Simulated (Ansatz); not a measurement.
# Gd: the cost of one run

Program: Ansatz 0.2.0. Level of theory: DFT PBE+U (U_eff = 6 eV on Gd 4f), scalar-relativistic, plane waves, PAW. These are calculated values, not measurements.

7 further runs of the same task are left out: 1 that didn't finish, 6 set aside as unsound or not needed.

## 1. Starting point

Symmetry: Fm-3m, No. 225, cubic system. Conventional cell: a = 5.172 Å, b = 5.172 Å, c = 5.172 Å, α = 90.00°, β = 90.00°, γ = 90.00°. Gd (site symmetry m-3m) has 12 Gd at 3.66 Å as nearest neighbours.

Coordinates:

```cif
data_structure
_symmetry_space_group_name_H-M 'Fm-3m'
_symmetry_Int_Tables_number 225
_cell_length_a 5.1716
_cell_length_b 5.1716
_cell_length_c 5.1716
_cell_angle_alpha 90.000
_cell_angle_beta 90.000
_cell_angle_gamma 90.000
_cell_volume 138.32
loop_
_atom_site_label
_atom_site_type_symbol
_atom_site_symmetry_multiplicity
_atom_site_Wyckoff_symbol
_atom_site_fract_x
_atom_site_fract_y
_atom_site_fract_z
_atom_site_occupancy
Gd1 Gd 4 a 0.00000 0.00000 0.00000 1
```

Starting moments: Gd 7.00 μB.

## 2. First run, at the start cell

File input.yaml:

```yaml
crystal:
  lattice:
    - [0.0, 2.5858190855, 2.5858190855]
    - [2.5858190855, 0.0, 2.5858190855]
    - [2.5858190855, 2.5858190855, 0.0]
  atoms:
    - { symbol: Gd, position: [0.0, 0.0, 0.0], spin: 7.0 }
basis:
  ecutwfc: 420
  ecutrho_ratio: 4
kpoints:
  mp_grid: { grid: [5, 5, 5] }
hamiltonian:
  xc: pbe
  hubbard: { sites: [{ species: Gd, l: f, u_eff: 6.0 }] }
scf:
  occupations: { method: gaussian, width: 0.05 }
output:
  forces: true
  stress: true
  eigenvalues: true
  populations: true
  hubbard: { sites: [{ species: Gd, l: f }] }
magnetization:
  spin_polarized: true
```

Started as:

```sh
$ ansatz run input.yaml --threads 4 --pin off --max-ram 10240MiB --backend cpu --events-out ev --progress --plain --runs-dir out
```

Q: Estimate wall time and peak memory on 4 threads of Intel Xeon Platinum 8259CL at 2.50GHz (Skylake/Cascade Lake), shared host.

About 1.6 s, with a peak of 0.41 GiB.
